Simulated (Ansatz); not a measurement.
Stress against strain in Bi2Te3

```yaml
crystal:
  lattice:
    - [2.20850, 1.27508, 9.94667]
    - [-2.20850, 1.27508, 9.94667]
    - [0.00000, -2.55016, 9.94667]
  atoms:
    - { symbol: Bi, position: [0.81200, 0.81200, 0.81200] }
    - { symbol: Bi, position: [0.40200, 0.40200, 0.40200] }
    - { symbol: Te, position: [0.61100, 0.61100, 0.61100] }
    - { symbol: Te, position: [0.20000, 0.20000, 0.20000] }
    - { symbol: Te, position: [0.00000, 0.00000, 0.00000] }
```

Atom numbers follow the list: Bi1, Bi2, Te3, Te4, Te5.

The geometry is COD entry 9012858, unchecked; take it as a test cell.

Spin–orbit coupling is left out, though it moves levels of the heavy atoms by tenths of an eV or more.

Computed with Ansatz 0.2.0, DFT, PBE, all-electron LAPW, scalar-relativistic.

The runs use a Γ-centred 8×8×8 k mesh, Fermi–Dirac smearing of 0.08 eV, basis error target 1 meV/atom, no spin polarisation.

The strain is applied along the Cartesian axes of the cell as listed (the other components stay zero). Fractional coordinates are held (clamped ions).

σ is the change of stress from the unstrained cell, which is at 1.69 GPa; tension is positive, so slopes are stress–strain coefficients at that pressure. In a metal the k mesh adds noise.

Only quantities that a quadratic follows smoothly over the whole series are listed; rougher ones are left out.

```
εxx = εyy  σzz (GPa)  σxx (GPa)
  -0.0300      -3.26      -3.82
  -0.0200      -2.05      -2.44
  -0.0100      -0.97      -1.17
   0.0000       0.00       0.00
   0.0100       0.87       1.07
   0.0300       2.34       2.92
```

Problem. Fit the series and read off the stiffness at zero strain.

Solution. Least-squares fits y = p0 + p1 x + p2 x² to the rows give σzz (GPa): p1 = 93.1, p2 = -510; σxx (GPa): p1 = 112, p2 = -500. So C13 + C23 = 93 GPa and C11 + C12 = 112 GPa, for these axes.

Problem. One run, at εxx = εyy = 0.0200, is withheld. Predict its row.

Solution. The fits give 1.66, 2.05; the run gave 1.64, 2.04.
